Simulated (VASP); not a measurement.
# TiC (Fm-3m) in VASP: further runs

Runs on TiC. Level: PBE. Tasks: relaxation of cell and atoms.

Everything below comes from runs of VASP 6.6.1. Logs are shortened: lines on timing, memory, paths and dates and some standing lists are left out, and cuts for length are marked.

## 1. Starting point

It takes space group Fm-3m (No. 225, cubic). The conventional cell has a = 4.319 Å, b = 4.319 Å, c = 4.319 Å, α = 90.00°, β = 90.00°, γ = 90.00°. Ti (site symmetry m-3m) is surrounded by 6 C at 2.16 Å. Around C (site symmetry m-3m) lie 6 Ti at 2.16 Å.

## 2. Relaxation of cell and atoms, PBE

Contents of INCAR:

```
SYSTEM = TiC
ALGO = Normal ; EDIFF = 1E-7
EDIFFG = -0.002 ; ENCUT = 520
GGA = PE ; IBRION = 2
ISIF = 3 ; ISMEAR = 0
LASPH = .True. ; LCHARG = .False.
LREAL = .False. ; LWAVE = .False.
NELM = 80 ; NSW = 80
PREC = Accurate ; SIGMA = 0.1
```

Contents of KPOINTS:

```
k-points
0
Gamma
  16 16 16
  0 0 0
```

Contents of POSCAR:

```
TiC
1.0
    0.0000000000      2.1593000000      2.1593000000
    2.1593000000      0.0000000000      2.1593000000
    2.1593000000      2.1593000000      0.0000000000
Ti C
1 1
Direct
    0.0000000000      0.0000000000      0.0000000000
    0.5000000000      0.5000000000      0.5000000000
```

Potentials or basis: VASP PAW PBE potentials, release 64 (Ti_sv, C).

Command:

```
> cat potpaw_PBE.64/Ti_sv/POTCAR potpaw_PBE.64/C/POTCAR > POTCAR
> mpirun -np 1 vasp_std > vasp.out
```

OUTCAR:

```text
SYSTEM = TiC
   EDIFF = 1E-7
   EDIFFG = -0.002
   ENCUT = 520
   GGA = PE
   IBRION = 2
   ISIF = 3
   ISMEAR = 0
   LASPH = .True.
   LREAL = .False.
   NELM = 80
   NSW = 80
   PREC = Accurate

 ion  position               nearest neighbor table
   1  0.000  0.000  0.000-   2 2.16   2 2.16   2 2.16   2 2.16   2 2.16   2 2.16
   2  0.500  0.500  0.500-   1 2.16   1 2.16   1 2.16   1 2.16   1 2.16   1 2.16

  LATTYP: Found a face centered cubic cell.
 ALAT       =     4.3186000000

  Lattice vectors:

 A1 = (   0.0000000000,   2.1593000000,   2.1593000000)
 A2 = (   2.1593000000,   0.0000000000,   2.1593000000)
 A3 = (   2.1593000000,   2.1593000000,   0.0000000000)

Analysis of symmetry for initial positions (statically):
=====================================================================
 Subroutine PRICEL returns:
 Original cell was already a primitive cell.

 Routine SETGRP: Setting up the symmetry group for a
 face centered cubic supercell.

 Subroutine GETGRP returns: Found 48 space group operations
 (whereof 48 operations were pure point group operations)
 out of a pool of 48 trial point group operations.

The static configuration has the point symmetry O_h .

Analysis of symmetry for dynamics (positions and initial velocities):
=====================================================================
 Subroutine PRICEL returns:
 Original cell was already a primitive cell.

 Routine SETGRP: Setting up the symmetry group for a
 face centered cubic supercell.

 Subroutine GETGRP returns: Found 48 space group operations
 (whereof 48 operations were pure point group operations)
 out of a pool of 48 trial point group operations.

The dynamic configuration has the point symmetry O_h .

 Subroutine INISYM returns: Found 48 space group operations
 (whereof 48 operations are pure point group operations),
 and found     1 'primitive' translations

----------------------------------------------------------------------------------------

                                     Primitive cell

  volume of cell :      20.1358

  direct lattice vectors                    reciprocal lattice vectors
     0.000000000  2.159300000  2.159300000    -0.231556523  0.231556523  0.231556523
     2.159300000  0.000000000  2.159300000     0.231556523 -0.231556523  0.231556523
     2.159300000  2.159300000  0.000000000     0.231556523  0.231556523 -0.231556523

  length of vectors
     3.053711345  3.053711345  3.053711345     0.401067663  0.401067663  0.401067663

  position of ions in fractional coordinates (direct lattice)
     0.000000000  0.000000000  0.000000000
[... 103 lines left out ...]
   GGA     = PE    functional components
   LHFCALC =     F    Hartree Fock is set to
   AEXX    =    0.0000 exact exchange contribution
   IVDW    =     0    specifies the selected vdW correction
   LEPSILON=     F    determine dielectric tensor
   LRPA    =     F    only Hartree local field effects (RPA)
 conjugate gradient relaxation of ions
 non-spin polarized calculation
 Gauss-broadening in eV      SIGMA  =   0.10
  energy-cutoff  :      520.00
  volume of cell :       20.14
 maximum number of plane-waves:       560
   NGX = 11   NGY = 11   NGZ = 11

--------------------------------------- Ionic step        1  -------------------------------------------

 number of electron      16.0000002 magnetization

 Free energy of the ion-electron system (eV)
  ---------------------------------------------------
  ext. energy  EPLUGINS =         0.00000000
  ---------------------------------------------------
  free energy    TOTEN  =       -18.70757222 eV

  energy without entropy =      -18.70555611  energy(sigma->0) =      -18.70656416

------------------------ aborting loop because EDIFF is reached ----------------------------------------

  FORCE on cell =-STRESS in cart. coord.  units (eV):
  Direction    XX          YY          ZZ          XY          YZ          ZX
  --------------------------------------------------------------------------------------
  -------------------------------------------------------------------------------------
  Total        0.3449137      0.3449137      0.3449137      0.0000000     -0.0000000      0.0000000
  in kB       27.4442953     27.4442953     27.4442953      0.0000000     -0.0000000      0.0000000
  external PRESSURE =      27.4442953 kB  Pullay stress =       0.0000000 kB
[... 59 lines left out ...]
--------------------------------------- Ionic step        3  -------------------------------------------

 number of electron      16.0000000 magnetization

 Free energy of the ion-electron system (eV)
  ---------------------------------------------------
  ext. energy  EPLUGINS =         0.00000000
  ---------------------------------------------------
  free energy    TOTEN  =       -18.70943754 eV

  energy without entropy =      -18.70739956  energy(sigma->0) =      -18.70841855

 E-fermi :   9.3837     XC(G=0): -12.6878

 val. band max:        9.3652808806   @ k =  -0.0625   0.0625   0.0000
 cond. band min:       9.3863467068   @ k =   0.1250   0.1250   0.0000
 fundamental gap:      0.0210658262
 Fermi energy:         9.3837459360

 k-point     1 :       0.0000    0.0000    0.0000
  band No.  band energies     occupation
      1     -47.2054      2.00000
      2     -23.2305      2.00000
      3     -23.2305      2.00000
      4     -23.2305      2.00000
      5      -2.9983      2.00000
      6      10.0821      0.00000
      7      10.0821      0.00000
      8      10.0821      0.00000
      9      11.0642      0.00000
     10      11.0642      0.00000
     11      11.0642      0.00000
     12      11.0979      0.00000
[... 331 lines left out ...]
 k-point    24 :      -0.0625    0.0625    0.0000
  band No.  band energies     occupation
      1     -47.1983      2.00000
      2     -23.2767      2.00000
      3     -23.2433      2.00000
      4     -23.2317      2.00000
      5      -2.7657      2.00000
      6       9.1724      1.99720
      7       9.3579      1.28534
      8       9.3653      1.20601
      9      10.1925      0.00000
     10      10.7655      0.00000
     11      11.6523      0.00000
     12      12.2066      0.00000

 [... further k-points ...]

------------------------ aborting loop because EDIFF is reached ----------------------------------------

  FORCE on cell =-STRESS in cart. coord.  units (eV):
  Direction    XX          YY          ZZ          XY          YZ          ZX
  --------------------------------------------------------------------------------------
  -------------------------------------------------------------------------------------
  Total       -0.0006211     -0.0006211     -0.0006211     -0.0000000      0.0000000     -0.0000000
  in kB       -0.0488884     -0.0488884     -0.0488884     -0.0000000      0.0000000     -0.0000000
  external PRESSURE =      -0.0488884 kB  Pullay stress =       0.0000000 kB
[... 17 lines left out ...]
  FREE ENERGIE OF THE ION-ELECTRON SYSTEM (eV)
  ---------------------------------------------------
  free  energy   TOTEN  =       -18.7094375448 eV

  energy  without entropy=      -18.7073995646  energy(sigma->0) =      -18.70841855

 reached required accuracy - stopping structural energy minimisation
```

OSZICAR:

```text
N       E                     dE             d eps       ncg     rms          rms(c)
DAV:   1     0.118550464947E+03    0.11855E+03   -0.84595E+03  3480   0.160E+03
DAV:   2    -0.141376656994E+02   -0.13269E+03   -0.12612E+03  3612   0.382E+02
DAV:   3    -0.238152834748E+02   -0.96776E+01   -0.93214E+01  4552   0.989E+01
[... 34 lines left out ...]
DAV:   7    -0.187094361895E+02   -0.43731E-04   -0.58882E-05  4068   0.762E-02    0.487E-03
DAV:   8    -0.187094369238E+02   -0.73431E-06   -0.12290E-05  4648   0.269E-02    0.312E-03
DAV:   9    -0.187094373792E+02   -0.45534E-06   -0.67289E-07  3688   0.761E-03    0.804E-04
DAV:  10    -0.187094375175E+02   -0.13830E-06   -0.20876E-07  3412   0.284E-03    0.313E-04
DAV:  11    -0.187094375448E+02   -0.27351E-07   -0.15711E-08  1840   0.120E-03
   3 F= -.18709438E+02 E0= -.18708419E+02  d E =-.186533E-02
```

CONTCAR:

```text
TiC
   1.00000000000000
     0.0000000000000000    2.1671264993022370    2.1671264993022366
     2.1671264993022370   -0.0000000000000000    2.1671264993022366
     2.1671264993022370    2.1671264993022370    0.0000000000000000
  Ti              C
     1     1
Direct
     0.0000000000000000    0.0000000000000000    0.0000000000000000
     0.5000000000000000    0.5000000000000000    0.5000000000000000

  0.00000000E+00  0.00000000E+00  0.00000000E+00
  0.00000000E+00  0.00000000E+00  0.00000000E+00
```

It took 94 s on 1 thread of Intel Xeon Platinum 8259CL at 2.50GHz (Skylake/Cascade Lake), shared host; peak memory 0.17 GiB.

Results:

```
Free energy                            : -18.7094 eV
Relaxed volume                         : 10.18 Å³/atom
Relaxed cell                           : a = 3.065 Å, b = 3.065 Å, c = 3.065 Å, α = 60.00°, β = 60.00°, γ = 60.00°
Space group after relaxing (to 0.05 Å) : Fm-3m (No. 225)
Energy gained by relaxing              : 0.9 meV/atom
Ionic steps                            : 3
Pressure after relaxing                : 0.0 GPa
Band gap on the k mesh                 : none (metal or under the smearing width)
```

Step by step:
```tsv
step	energy change (eV)	largest force (eV/Å)	pressure (GPa)	volume (Å³)
1	0.0000	0.0000	2.74	20.14
2	0.0012	0.0000	-3.40	20.64
3	-0.0019	0.0000	0.00	20.36
```

Final structure:
```
CELL_PARAMETERS angstrom
0.00000 2.16713 2.16713
2.16713 0.00000 2.16713
2.16713 2.16713 0.00000
ATOMIC_POSITIONS crystal
Ti 0.00000 0.00000 0.00000
C 0.50000 0.50000 0.50000
```

PBE usually gives volumes a little too large and moduli too small. Zero-point motion and thermal expansion aren't in these numbers.

## 3. Relaxation of cell and atoms, PBE

This run uses another cell than the first one, of 10.18 Å³/atom, 1.011 times its volume.

INCAR is that of step 2.

KPOINTS is that of step 2.

Contents of POSCAR:

```
TiC                                     
1.0
    0.0000000000      2.1671264993      2.1671264993
    2.1671264993     -0.0000000000      2.1671264993
    2.1671264993      2.1671264993      0.0000000000
  Ti              C             
     1     1
Direct
     0.0000000000000000    0.0000000000000000    0.0000000000000000
     0.5000000000000000    0.5000000000000000    0.5000000000000000
```

Potentials or basis: VASP PAW PBE potentials, release 64 (Ti_sv, C).

Command:

```
> cat potpaw_PBE.64/Ti_sv/POTCAR potpaw_PBE.64/C/POTCAR > POTCAR
> mpirun -np 1 vasp_std > vasp.out
```

It took 39 s on 1 thread of Intel Xeon Platinum 8259CL at 2.50GHz (Skylake/Cascade Lake), shared host; peak memory 0.17 GiB.

The run converged. Its results:

```
Free energy             : -18.7096 eV
Pressure after relaxing : 0.0 GPa
Band gap on the k mesh  : none (metal or under the smearing width)
```

Final structure:
```
Ti C
1.0
     0.00000    2.16713    2.16713
     2.16713    0.00000    2.16713
     2.16713    2.16713    0.00000
Ti C
1 1
Direct
  0.00000 0.00000 0.00000
  0.50000 0.50000 0.50000
```

Levels at points of the mesh, in eV from the Fermi level:
```
           k point  band 6  band 7  band 8  band 9  band 10  band 11
(0.00, 0.00, 0.00)    0.70    0.70    0.70    1.68     1.68     1.68
(0.50, 0.00, 0.00)   -5.82   -2.88   -2.88    2.91     2.91     4.09
(0.50, 0.50, 0.00)   -3.42   -1.60   -0.03   -0.03     2.70     3.51
```

Caveat: the relaxation stopped at its first step, so nothing moved.
